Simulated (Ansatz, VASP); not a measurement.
# NaGeCl3 in two plane-wave programs, part 2 of 2

One calculation is typed for both programs; each brings its own data sets. How far apart do they land? The cell is generated by rule, not measured, and may not be a known phase. The cell is taken from a series of runs on this material, whose earlier steps may have relaxed, scaled, displaced or heated it; both programs get it as it stands.

VASP 6.6.1 and Ansatz 0.2.0.

So far: Set-up; VASP: relaxation of cell and atoms, PBEsol, pair 1; Ansatz: relaxation of cell and atoms, PBEsol, pair 1.

## (4) Comparison

Known differences besides the potentials themselves: fixed occupations in Ansatz, narrow Gaussian smearing in VASP; the data sets hold 44 valence electrons in Ansatz (on its default PAW (the set named soft_2) files) and 42 in VASP; the cutoff is 420 eV in Ansatz and 500 eV in VASP; Ansatz makes its cores anew for this functional, VASP keeps those of its PBE data sets; Ansatz adds a Pulay correction to the stress that steers its cell, VASP none. Total energies have different zeros and are not compared.

Compared:

```csv
quantity,Ansatz,VASP,difference
volume (Å³),151.99,150.93,+0.70 %
"edge a after relaxation, in the typed setting (Å)",5.279,5.271,+0.16 %
"edge c after relaxation, in the typed setting (Å)",5.454,5.433,+0.38 %
```

## (5) Ansatz: relaxation of cell and atoms, PBEsol, pair 2

The relaxed volume is the usual yardstick between codes: in a stiff, nearly cubic crystal its relative difference is about their pressure difference at one cell divided by the bulk modulus.

The cell is taken from a series of runs on this material, whose earlier steps may have relaxed, scaled, displaced or heated it; both programs get it as it stands.

File input.yaml:

```yaml
crystal:
  lattice:
    - [5.15524056, 0.0, 0.0]
    - [0.0, 3.3967039315, 4.3144381057]
    - [0.0, -3.3967039315, 4.3144381057]
  atoms:
    - { symbol: Na, position: [0.0, 0.1667986564, 0.1667986564] }
    - { symbol: Ge, position: [0.5, 0.5042939985, 0.5042939985] }
    - { symbol: Cl, position: [0.5, 0.4307155819, 0.9450927077] }
    - { symbol: Cl, position: [0.5, 0.9450927077, 0.4307155819] }
    - { symbol: Cl, position: [0.0, 0.4834164338, 0.4834164338] }
kpoints:
  mp_grid: { grid: [6, 4, 4] }
hamiltonian:
  xc: pbesol
scf:
  occupations: { method: fixed }
output:
  forces: true
  stress: true
  eigenvalues: true
relax:
  adjacent_minimum: "off"
  f_tol: 0.001
  max_steps: 60
  cell: { stress_tol: 0.01 }
```

The run is started by

```bash
> ansatz run input.yaml --threads 8 --pin off --max-ram 14336MiB --backend cpu --events-out ev --progress --plain --runs-dir out
```

Numbers of over 12 decimals in the logs are rounded to 6 here.

Log:

```text
[...]
Crystal: 5 atoms, lattice volume = 151.099 Å³
Basis set: ecut = 420 eV, 2985 PW (Γ), exchange–correlation on 72×80×80 points (8 copies of the dense FFT grid, shifted against one another)
Bands: 27, of which v1, the nominal top of the filled ones, is band 22 counted from 1 (21 counted from 0)
Symmetry: 4 space group operations
[...]
k-points: 28 of 96 (time reversal used)
[...]
cell:  # Å, volume = 152.1482 Å³
    - [5.154606, 0.0, 0.0]
    - [0.0, 3.394209, 4.348133]
    - [0.0, -3.394209, 4.348133]
  atoms:
    - { symbol: Na, position: [0, 0.168644, 0.168644] }
    - { symbol: Ge, position: [0.5, 0.504996, 0.504996] }
    - { symbol: Cl, position: [0.5, 0.429503, 0.944060] }
    - { symbol: Cl, position: [0.5, 0.944060, 0.429503] }
    - { symbol: Cl, position: [0, 0.483115, 0.483115] }
[key lines of the parts left out:]
SCF converged after 9 iterations
Free energy (F): -8917.437313 eV
Fermi energy:    2.564113 eV
P = ⅓ Tr σ = 0.0009 GPa (0.009 kbar)
```

## (6) VASP: relaxation of cell and atoms, PBEsol, pair 2

The same cell, functional and mesh now go to VASP, with its own data sets.

File INCAR:

```
SYSTEM = NaGeCl3
PREC = Accurate
ENCUT = 500
EDIFF = 1E-07
NELM = 120
ISMEAR = 0
SIGMA = 0.01
LREAL = .FALSE.
ALGO = Normal
GGA = PS
NBANDS = 27
LORBIT = 11
LWAVE = .FALSE.
LCHARG = .FALSE.
ISIF = 3
IBRION = 2
NSW = 80
EDIFFG = -0.005
LASPH = .TRUE.
GGA_COMPAT = .FALSE.
NELMIN = 4
EFERMI = MIDGAP
KPAR = 2
```

File POSCAR:

```
NaGeCl3
1.0
    5.1552410000      0.0000000000      0.0000000000
    0.0000000000      3.3967040000      4.3144380000
    0.0000000000     -3.3967040000      4.3144380000
Na Ge Cl
1 1 3
Direct
    0.0000000000      0.1667986653      0.1667986653
    0.5000000000      0.5042939544      0.5042939544
    0.5000000000      0.4307156088      0.9450927815
    0.5000000000      0.9450927815      0.4307156088
    0.0000000000      0.4834164960      0.4834164960
```

File KPOINTS:

```
Automatic mesh
0
Gamma
6 4 4
0 0 0
```

Potentials, in the order of the species: Na_pv, Ge_d and Cl (PBE family, release 64).

The run is started by

```bash
> mpirun -np 2 vasp_std
```

Log:

```text
[banner, memory and clock lines left out]
running    2 mpi-ranks, on    1 nodes
[...]
[... a notice as in an earlier step ...]

 LDA part: xc-table for (Slater+PW92), standard interpolation
 POSCAR, INCAR and KPOINTS ok, starting setup
[...]
entering main loop
       N       E                     dE             d eps       ncg     rms          rms(c)
DAV:   1     0.416630909080E+03    0.41663E+03   -0.19682E+04  1800   0.215E+03
DAV:   2     0.464566467228E+02   -0.37017E+03   -0.35888E+03  1728   0.586E+02
DAV:   3    -0.152762879541E+02   -0.61733E+02   -0.61259E+02  1776   0.168E+02
DAV:   4    -0.183899905539E+02   -0.31137E+01   -0.31001E+01  1885   0.459E+01
[...]
DAV:  14    -0.179587630408E+02   -0.18930E-05   -0.12484E-06  1456   0.690E-03    0.156E-03
DAV:  15    -0.179587632435E+02   -0.20267E-06   -0.15182E-07  1512   0.306E-03    0.830E-04
DAV:  16    -0.179587632847E+02   -0.41196E-07   -0.56145E-08  1133   0.208E-03
   1 F= -.17958763E+02 E0= -.17958763E+02  d E =-.179588E+02
[... from here on, the cycles between the ionic steps are left out ...]
   2 F= -.17958796E+02 E0= -.17958796E+02  d E =-.329429E-04
   3 F= -.17958809E+02 E0= -.17958809E+02  d E =-.454695E-04
   4 F= -.17958809E+02 E0= -.17958809E+02  d E =-.461235E-04
   5 F= -.17958828E+02 E0= -.17958828E+02  d E =-.190594E-04
   6 F= -.17958852E+02 E0= -.17958852E+02  d E =-.424046E-04
[...]
reached required accuracy - stopping structural energy minimisation
```

From OUTCAR (step 6):

```text
  Total        0.0043590      0.0091762      0.0203563      0.0000000      0.0000000      0.0000000
  in kB        0.0462035      0.0972635      0.2157667      0.0000000      0.0000000      0.0000000
  external PRESSURE =       0.1197446 kB  Pullay stress =       0.0000000 kB

 POSITION                                       TOTAL-FORCE (eV/Angst)
 -----------------------------------------------------------------------------------
      0.00000      0.00000      1.44096         0.000000      0.000000      0.004551
      2.57714      0.00000      4.36214         0.000000      0.000000     -0.002875
      2.57714     -1.74528      5.94483         0.000000     -0.004375      0.000233
      2.57714      1.74528      5.94483         0.000000      0.004375      0.000233
      0.00000      0.00000      4.17982         0.000000      0.000000     -0.002142
 -----------------------------------------------------------------------------------
    total drift:                               -0.000000     -0.000002      0.002423

  FREE ENERGIE OF THE ION-ELECTRON SYSTEM (eV)
  ---------------------------------------------------
  free  energy   TOTEN  =       -17.9588518128 eV

  energy  without entropy=      -17.9588518128  energy(sigma->0) =      -17.95885181

[... 1 part as in an earlier step ...]

[... 3 further parts left out ...]
[key lines of the parts left out:]
E-fermi :   1.8790
```

The run keeps the 4 symmetry operations of its start, so it cannot find a distortion of lower symmetry.

## (7) Comparison

What differs besides the data sets and the points named for the pairs above, as far as they apply: the data sets hold 44 valence electrons in Ansatz (on its default PAW (the set named soft_2) files) and 42 in VASP. Total energies have different zeros and are not compared.

Both answers:

```csv
quantity,Ansatz,VASP,difference
volume (Å³),152.15,151.16,+0.66 %
"edge a after relaxation, in the typed setting (Å)",5.155,5.154,+0.01 %
"edge b after relaxation, in the typed setting (Å)",5.516,5.495,+0.39 %
```

## (8) Results

| Quantity | Value |
| --- | --- |
| difference in volume (relaxation of cell and atoms, PBEsol, pair 1) | 0.70 % |
| difference in volume (relaxation of cell and atoms, PBEsol, pair 2) | 0.66 % |

**Reading.** The difference in volume is 0.70 % (relaxation of cell and atoms, PBEsol, pair 1), within the 1.2 % picked in this series as the mark of a large difference, as far as the stopping tolerances let one tell. The data sets hold unlike numbers of valence electrons (44 in Ansatz and 42 in VASP), so part of the differences may come from the potentials. Such differences can come from data sets, numerical settings and the points named under the comparisons, not from the functional's error against experiment.

[Lines on the potential files, build, host, timing and source positions are cut from VASP's logs without a mark.]

[Logs are printed without paths, hosts, clocks, repeated set-up lines and the standing remarks that a program may print on its own settings, such as how far it seeks lower states.]

[Hosts, paths, dates, database ids (printed as entryN), source tags and the programs' standing remarks are cut or masked in the printed files.]
